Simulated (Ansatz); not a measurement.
The system is Zr.

```xyz
2
Lattice="3.2320 0.0000 0.0000 -1.6160 2.7990 0.0000 0.0000 0.0000 5.1470" Properties=species:S:1:pos:R:3 pbc="T T T"
Zr    1.6160    0.9330    3.8603
Zr    0.0000    1.8660    1.2868
```

Base run:

```yaml
Program: Ansatz 0.2.0
Functional: PBEsol
Potentials_or_basis: Ansatz PAW
Cutoff: "420 eV (not typed: the program's choice for these potentials)"
k_mesh: 7 × 7 × 4
Occupations: fermi-dirac, width 0.05 eV
Spin: spin-orbit coupling, no magnetisation
```

Its results: band gap on the k mesh none (metal or under the smearing width); pressure -3.2 GPa.

Question: The run is repeated on the same cell with these changes: functional from PBEsol to LDA. What comes out?

Answer: Band gap on the k mesh none (metal or under the smearing width); pressure -6.0 GPa.

LDA binds more tightly than PBEsol, so the same cell stands under less pressure.

Caveats: the PAW data sets come from PBE, with cores solved anew for the run's functional, which leaves a small shift of forces and pressure.
